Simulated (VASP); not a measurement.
# BeTe: single point with PBE

Crystal: BeTe.

```xyz
2
Lattice="0.0000 2.7700 2.7700 2.7700 0.0000 2.7700 2.7700 2.7700 0.0000" Properties=species:S:1:pos:R:3 pbc="T T T"
Te    4.1550    4.1550    4.1550
Be    0.0000    0.0000    0.0000
```

- Program: VASP 6.6.1
- Task: single point
- Functional: PBE
- Potentials or basis: VASP PAW PBE potentials, release 64 (Te, Be)
- Cutoff: 520 eV
- k mesh: 8 × 8 × 8
- Occupations: gaussian, width 0.027 eV
- Spin: no spin polarisation

The pressure is 4.5 GPa and the band gap on the k mesh is 1.85 eV, indirect (least direct gap 3.56 eV).

Levels at points of the mesh, in eV from the valence-band top:
```
           k point  band 2  band 3  band 4  band 5  band 6  band 7
(0.00, 0.00, 0.00)    0.00    0.00    0.00    3.56    3.56    3.56
(0.50, 0.00, 0.00)   -5.87   -1.22   -1.22    3.21    4.56    4.56
(0.50, 0.50, 0.00)   -5.39   -2.84   -2.84    1.85    2.59   10.02
```

It took 8.1 s on 1 thread of Intel(R) Xeon(R) 6975P-C (Granite Rapids), on a shared host, peak memory 0.17 GiB.

Caveat: spin-orbit coupling is left out, which moves the levels of the heavy elements. A k mesh can miss the band edges.
